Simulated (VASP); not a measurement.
# Au in VASP: settings compared, part 2 of 2

VASP 6.6.1.

### 3 Work function, LDA

Contents of INCAR:

```
PREC = Accurate ; ENCUT = 520
EDIFF = 1E-7 ; ISMEAR = 0
SIGMA = 0.1 ; LREAL = False
LASPH = True ; NELM = 100
ALGO = Normal ; ISIF = 2
LWAVE = False ; LCHARG = True
LELF = True ; LVHAR = True
LVACPOTAV = True
```

Contents of KPOINTS:

```
Automatic mesh
0
Gamma
  12 12 1
```

Contents of POSCAR:

```
Au
1.0
    2.8835814537      0.0000000000      0.0000000000
    1.4417907268      2.4972547928      0.0000000000
    0.0000000000      0.0000000000     28.1266063865
Au
7
Direct
    0.0000000000      0.0000000000      0.2488746742
    0.3333333333      0.3333333333      0.3325831161
    0.6666666667      0.6666666667      0.4162915581
    0.0000000000      0.0000000000      0.5000000000
    0.3333333333      0.3333333333      0.5837084419
    0.6666666667      0.6666666667      0.6674168839
    0.0000000000      0.0000000000      0.7511253258
```

Potentials or basis: VASP PAW LDA potentials, release 64 (Au).

Started as:

```sh
$ cat potpaw_LDA.64/Au/POTCAR > POTCAR
$ mpirun -np 1 vasp_std > vasp.out
```

OUTCAR:

```text
PREC = Accurate
   ENCUT = 520
   EDIFF = 1E-7
   ISMEAR = 0
   LREAL = False
   LASPH = True
   NELM = 100
   ISIF = 2

 ion  position               nearest neighbor table
   1  0.000  0.000  0.249-   2 2.88   2 2.88   2 2.88
   2  0.333  0.333  0.333-   1 2.88   1 2.88   1 2.88   3 2.88   3 2.88   3 2.88
   3  0.667  0.667  0.416-   4 2.88   4 2.88   4 2.88   2 2.88   2 2.88   2 2.88
   4  0.000  0.000  0.500-   3 2.88   5 2.88   3 2.88   5 2.88   3 2.88   5 2.88
   5  0.333  0.333  0.584-   4 2.88   4 2.88   4 2.88   6 2.88   6 2.88   6 2.88
   6  0.667  0.667  0.667-   7 2.88   7 2.88   7 2.88   5 2.88   5 2.88   5 2.88
   7  0.000  0.000  0.751-   6 2.88   6 2.88   6 2.88

  LATTYP: Found a hexagonal cell.
 ALAT       =     2.8835814537
 C/A-ratio  =     9.7540530199

  Lattice vectors:

 A1 = (  -1.4417907268,  -2.4972547928,   0.0000000000)
 A2 = (   2.8835814537,   0.0000000000,   0.0000000000)
 A3 = (   0.0000000000,   0.0000000000,  28.1266063865)

Analysis of symmetry for initial positions (statically):
=====================================================================
 Subroutine PRICEL returns:
 Original cell was already a primitive cell.

 Routine SETGRP: Setting up the symmetry group for a
 hexagonal supercell.

 Subroutine GETGRP returns: Found 12 space group operations
 (whereof 12 operations were pure point group operations)
 out of a pool of 24 trial point group operations.

The static configuration has the point symmetry D_3d.

Analysis of symmetry for dynamics (positions and initial velocities):
=====================================================================
 Subroutine PRICEL returns:
 Original cell was already a primitive cell.

 Routine SETGRP: Setting up the symmetry group for a
 hexagonal supercell.

 Subroutine GETGRP returns: Found 12 space group operations
 (whereof 12 operations were pure point group operations)
 out of a pool of 24 trial point group operations.

The dynamic configuration has the point symmetry D_3d.

 Subroutine INISYM returns: Found 12 space group operations
 (whereof 12 operations are pure point group operations),
 and found     1 'primitive' translations

----------------------------------------------------------------------------------------

                                     Primitive cell

  volume of cell :     202.5408

  direct lattice vectors                    reciprocal lattice vectors
     2.883581454  0.000000000  0.000000000     0.346790967 -0.200219858  0.000000000
     1.441790727  2.497254793  0.000000000     0.000000000  0.400439716  0.000000000
     0.000000000  0.000000000 28.126606387     0.000000000  0.000000000  0.035553525

  length of vectors
     2.883581454  2.883581454 28.126606387     0.400439716  0.400439716  0.035553525

  position of ions in fractional coordinates (direct lattice)
     0.000000000  0.000000000  0.248874674
     0.333333333  0.333333333  0.332583116
     0.666666667  0.666666667  0.416291558
     0.000000000  0.000000000  0.500000000
     0.333333333  0.333333333  0.583708442
     0.666666667  0.666666667  0.667416884
     0.000000000  0.000000000  0.751125326

  ion indices of the primitive-cell ions
   primitive index   ion index
                 1           1
                 2           2
[... 37 lines left out ...]
  0.250000 -0.000000  0.000000      6.000000
  0.333333  0.000000  0.000000      6.000000
  0.416667 -0.000000  0.000000      6.000000
[... 11 lines left out ...]
 -0.416667  0.250000  0.000000     12.000000
 -0.333333  0.333333  0.000000      2.000000
   k-points           NKPTS =     19   k-points in BZ     NKDIM =     19   number of bands    NBANDS=     46
   number of dos      NEDOS =    301   number of ions     NIONS =      7
   total plane-waves  NPLWV = 120960
   dimension x,y,z NGX =    24 NGY =   24 NGZ =  210
   dimension x,y,z NGXF=    48 NGYF=   48 NGZF=  420
   ions per type =               7
   NGX,Y,Z   is equivalent  to a cutoff of  13.84, 13.84, 12.41 a.u.
   NGXF,Y,Z  is equivalent  to a cutoff of  27.67, 27.67, 24.82 a.u.
 SYSTEM =  unknown system
   PREC   = accura    normal or accurate (medium, high low for compatibility)
   ISTART =      0    job   : 0-new  1-cont  2-samecut
   ICHARG =      2    charge: 1-file 2-atom 10-const
   ISPIN  =      1    spin polarized calculation?
   LNONCOLLINEAR =      F non collinear calculations
   LSORBIT =      F    spin-orbit coupling
   LASPH  =      T    aspherical Exc in radial PAW
   ENCUT  =  520.0 eV  38.22 Ry    6.18 a.u.   5.36  5.36 52.30*2*pi/ulx,y,z
   NELM   =    100;   NELMIN=  2; NELMDL= -5     # of ELM steps
   EDIFF  = 0.1E-06   stopping-criterion for ELM
   LREAL  =      F    real-space projection
   EDIFFG = 0.1E-05   stopping-criterion for IOM
   NSW    =      0    number of steps for IOM
   IBRION =     -1    ionic relax: 0-MD 1-quasi-New 2-CG
   NFREE  =      0    steps in history (QN), initial steepest desc. (CG)
   ISIF   =      2    stress and relaxation
   ISYM   =      2    0-nonsym 1-usesym 2-fastsym
   POTIM  = 0.5000    time-step for ionic-motion
   TEBEG  =    0.0;   TEEND  =   0.0 temperature during run
   PSTRESS=    0.0 pullay stress
   NELECT =      77.0000    total number of electrons
   NUPDOWN=      -1.0000    fix difference up-down
   EMIN   =  10.00;   EMAX   =-10.00  energy-range for DOS
   EFERMI =   0.00;   METHOD = LEGACY
   ISMEAR =     0;   SIGMA  =   0.10  broadening in eV -4-tet -1-fermi 0-gaus
   EFERMI_NEDOS =   21; number of points for ismear=-14 and -15
   IALGO  =     38    algorithm
   IMIX   =      4    mixing-type and parameters
     AMIX     =   0.40;   BMIX     =  1.00
     AMIX_MAG =   1.60;   BMIX_MAG =  1.00
  volume/ion in A,a.u.               =      28.93       195.26
  Fermi-wavevector in a.u.,A,eV,Ry     =   1.185953  2.241127 19.136394  1.406485
  Thomas-Fermi vector in A             =   2.322136
   LORBIT       =      0    0 simple, 1 ext, 2 COOP (PROOUT), +10 PAW based schemes
   GGA     = CA    functional components
   LHFCALC =     F    Hartree Fock is set to
   AEXX    =    0.0000 exact exchange contribution
   IVDW    =     0    specifies the selected vdW correction
   LEPSILON=     F    determine dielectric tensor
   LRPA    =     F    only Hartree local field effects (RPA)
 non-spin polarized calculation
 Gauss-broadening in eV      SIGMA  =   0.10
  energy-cutoff  :      520.00
  volume of cell :      202.54
 maximum number of plane-waves:      5529
 NGX is ok and might be reduce to    24
   NGX = 11   NGY = 11   NGZ =105

 number of electron      77.0000011 magnetization

 Free energy of the ion-electron system (eV)
  ---------------------------------------------------
  ext. energy  EPLUGINS =         0.00000000
  ---------------------------------------------------
  free energy    TOTEN  =       -30.04893009 eV

  energy without entropy =      -30.03673575  energy(sigma->0) =      -30.04283292

 E-fermi :   3.1084     XC(G=0):  -8.2401

 val. band max:        3.0374243165   @ k =   0.2500   0.0833   0.0000
 cond. band min:       3.1111974060   @ k =   0.5000   0.1667   0.0000
 fundamental gap:      0.0737730895
 Fermi energy:         3.1083539719

 k-point     1 :       0.0000    0.0000    0.0000
  band No.  band energies     occupation
      1      -6.6368      2.00000
      2      -6.1654      2.00000
      3      -5.4692      2.00000
      4      -4.7287      2.00000
      5      -4.3016      2.00000
      6      -4.0957      2.00000
[... 920 lines left out ...]
     45       8.0196      0.00000
     46       8.6173      0.00000

------------------------ aborting loop because EDIFF is reached ----------------------------------------

  FORCE on cell =-STRESS in cart. coord.  units (eV):
  Direction    XX          YY          ZZ          XY          YZ          ZX
  --------------------------------------------------------------------------------------
  -------------------------------------------------------------------------------------
  Total       -5.8191117     -5.8191117     -2.2761804      0.0000000      0.0000000     -0.0000000
  in kB      -46.0314721    -46.0314721    -18.0054863      0.0000000      0.0000000     -0.0000000
  external PRESSURE =     -36.6894768 kB  Pullay stress =       0.0000000 kB

 VOLUME and BASIS-vectors are now :
 -----------------------------------------------------------------------------
  energy-cutoff  :      520.00
  volume of cell :      202.54
      direct lattice vectors                 reciprocal lattice vectors
     2.883581454  0.000000000  0.000000000     0.346790967 -0.200219858  0.000000000
     1.441790727  2.497254793  0.000000000     0.000000000  0.400439716  0.000000000
     0.000000000  0.000000000 28.126606387     0.000000000  0.000000000  0.035553525

 POSITION                                       TOTAL-FORCE (eV/Angst)
 -----------------------------------------------------------------------------------
      0.00000      0.00000      7.00000        -0.000000      0.000000      0.063416
      1.44179      0.83242      9.35443        -0.000000     -0.000000      0.138104
      2.88358      1.66484     11.70887         0.000000      0.000000     -0.000557
      0.00000      0.00000     14.06330        -0.000000      0.000000      0.000000
      1.44179      0.83242     16.41774        -0.000000     -0.000000      0.000557
      2.88358      1.66484     18.77217         0.000000      0.000000     -0.138104
      0.00000      0.00000     21.12661        -0.000000      0.000000     -0.063416
 -----------------------------------------------------------------------------------
    total drift:                                0.000000     -0.000000      0.000000

  FREE ENERGIE OF THE ION-ELECTRON SYSTEM (eV)
  ---------------------------------------------------
  free  energy   TOTEN  =       -30.0489300853 eV

  energy  without entropy=      -30.0367357480  energy(sigma->0) =      -30.04283292
```

Wall time 2.6 min (1 thread of Intel Xeon 6975P-C (Granite Rapids), shared host); peak memory 0.33 GiB.

Results:

| Property | Result |
| --- | --- |
| Free energy | -30.0489 eV |
| Largest force | 0.138 eV/Å |
| Band gap on the k mesh | none (metal or under the smearing width) |

Forces on the atoms (eV/Å):
```
Au   0.000  0.000  0.063
Au   0.000  0.000  0.138
Au   0.000  0.000 -0.001
Au   0.000  0.000  0.000
Au   0.000  0.000  0.001
Au   0.000  0.000 -0.138
Au   0.000  0.000 -0.063
```

Spin-orbit coupling is left out, which matters for the levels of Au.

### 4 Work function, PBEsol

INCAR, as its differences from that of step 3:

```diff
@@ -6,3 +6,3 @@
 LWAVE = False ; LCHARG = True
-LELF = True ; LVHAR = True
-LVACPOTAV = True
+GGA = PS ; LELF = True
+LVHAR = True ; LVACPOTAV = True
```

KPOINTS is that of step 3.

POSCAR is that of step 3.

Potentials or basis: VASP PAW PBE potentials, release 64 (Au).

Started as:

```sh
$ cat potpaw_PBE.64/Au/POTCAR > POTCAR
$ mpirun -np 1 vasp_std > vasp.out
```

OUTCAR:

```text
PREC = Accurate
   ENCUT = 520
   EDIFF = 1E-7
   ISMEAR = 0
   LREAL = False
   LASPH = True
   NELM = 100
   ISIF = 2
   GGA = PS

 ion  position               nearest neighbor table
   1  0.000  0.000  0.249-   2 2.88   2 2.88   2 2.88
   2  0.333  0.333  0.333-   1 2.88   1 2.88   1 2.88   3 2.88   3 2.88   3 2.88
   3  0.667  0.667  0.416-   4 2.88   4 2.88   4 2.88   2 2.88   2 2.88   2 2.88
   4  0.000  0.000  0.500-   3 2.88   5 2.88   3 2.88   5 2.88   3 2.88   5 2.88
   5  0.333  0.333  0.584-   4 2.88   4 2.88   4 2.88   6 2.88   6 2.88   6 2.88
   6  0.667  0.667  0.667-   7 2.88   7 2.88   7 2.88   5 2.88   5 2.88   5 2.88
[... 1136 lines left out ...]
  Total       -2.7991107     -2.7991107      0.2765705      0.0000000      0.0000000     -0.0000000
  in kB      -22.1420713    -22.1420713      2.1877817      0.0000000      0.0000000     -0.0000000
  external PRESSURE =     -14.0321203 kB  Pullay stress =       0.0000000 kB

 VOLUME and BASIS-vectors are now :
 -----------------------------------------------------------------------------
  energy-cutoff  :      520.00
  volume of cell :      202.54
      direct lattice vectors                 reciprocal lattice vectors
     2.883581454  0.000000000  0.000000000     0.346790967 -0.200219858  0.000000000
     1.441790727  2.497254793  0.000000000     0.000000000  0.400439716  0.000000000
     0.000000000  0.000000000 28.126606387     0.000000000  0.000000000  0.035553525

 POSITION                                       TOTAL-FORCE (eV/Angst)
 -----------------------------------------------------------------------------------
      0.00000      0.00000      7.00000         0.000000      0.000000     -0.120910
      1.44179      0.83242      9.35443         0.000000      0.000000      0.143104
      2.88358      1.66484     11.70887        -0.000000     -0.000000     -0.000626
      0.00000      0.00000     14.06330        -0.000000     -0.000000      0.000000
      1.44179      0.83242     16.41774         0.000000      0.000000      0.000626
      2.88358      1.66484     18.77217        -0.000000     -0.000000     -0.143104
      0.00000      0.00000     21.12661        -0.000000     -0.000000      0.120910
 -----------------------------------------------------------------------------------
    total drift:                                0.000000     -0.000000      0.000000

  FREE ENERGIE OF THE ION-ELECTRON SYSTEM (eV)
  ---------------------------------------------------
  free  energy   TOTEN  =       -26.5872956884 eV

  energy  without entropy=      -26.5747894941  energy(sigma->0) =      -26.58104259
```

It took 2.4 min on 1 thread of Intel Xeon 6975P-C (Granite Rapids), shared host; peak memory 0.39 GiB.

Results:

```
Free energy            : -26.5873 eV
Largest force          : 0.143 eV/Å
Band gap on the k mesh : none (metal or under the smearing width)
```

Forces on the atoms (eV/Å):
```
Au   0.000  0.000 -0.121
Au   0.000  0.000  0.143
Au   0.000  0.000 -0.001
Au   0.000  0.000  0.000
Au   0.000  0.000  0.001
Au   0.000  0.000 -0.143
Au   0.000  0.000  0.121
```

Levels at points of the mesh, in eV from the Fermi level:
```csv
k point,band 35,band 36,band 37,band 38,band 39,band 40,band 41,band 42,band 43,band 44
"(0.00, 0.00, 0.00)",-2.52,-2.36,-2.36,-2.06,-2.06,-1.92,-1.92,-0.64,-0.14,4.16
"(0.50, 0.00, 0.00)",-1.46,-0.50,0.28,0.85,1.10,1.11,1.35,1.35,3.30,3.71
```

Caveat: the PAW data sets were made with another functional, which shifts forces and pressure a little.

### 5 The runs side by side

| level | potentials or basis | gap on the mesh (eV) | largest force (eV/Å) |
| --- | --- | --- | --- |
| PBE | VASP PAW PBE potentials, release 64 (Au) | none | 0.52 |
| LDA | VASP PAW LDA potentials, release 64 (Au) | none | 0.14 |
| PBEsol | VASP PAW PBE potentials, release 64 (Au) | none | 0.14 |

Alike in all rows: task work function; no spin polarisation; cell as given; k mesh 12 × 12 × 1; cutoff (eV) 520; smearing gaussian 0.1 eV.

Caveats: the PAW data sets were made with another functional, which shifts forces and pressure a little (some runs).

Total energies depend on the potentials used, so only differences within one code and one set of settings carry meaning.
